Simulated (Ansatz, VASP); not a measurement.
**One calculation of MoH5, two programs**

```xyz
6
Lattice="2.7400 0.0000 0.0000 0.0000 2.7400 0.0000 0.0000 0.0000 7.8312" Properties=species:S:1:pos:R:3 pbc="T T T"
H     1.0039    0.0000    4.1553
H     1.7361    0.0000    4.1553
H     0.0000    1.0039    4.1553
H     0.0000    1.7361    4.1553
H     1.3700    1.3700    6.6963
Mo    1.3700    1.3700    0.5323
```

Alike in both runs: functional PBE; k mesh 14 × 14 × 6; occupations gaussian, width 0.1 eV; no spin polarisation.

Ansatz relaxed the structure, and its values are those at the end. VASP's run is a single point on that final structure, the one shown.

```csv
,VASP,Ansatz
version,VASP 6.6.1,Ansatz 0.2.0
potentials or method,"VASP PAW PBE potentials, release 64 (H, Mo_sv)","scalar-relativistic, plane waves, PAW"
plane-wave cutoff (eV),520,420
valence electrons in the cell,19,19
```

```tsv
	VASP	Ansatz	Ansatz less VASP
gap on the k mesh at the Fermi level (eV)	none	none	-
pressure (GPa)	-0.1	0.0	+0.13
rms of the force components (eV/Å)	0.004	0.001	-0.0039
```

A gap of «none» marks a metal or a gap that the smearing closes.
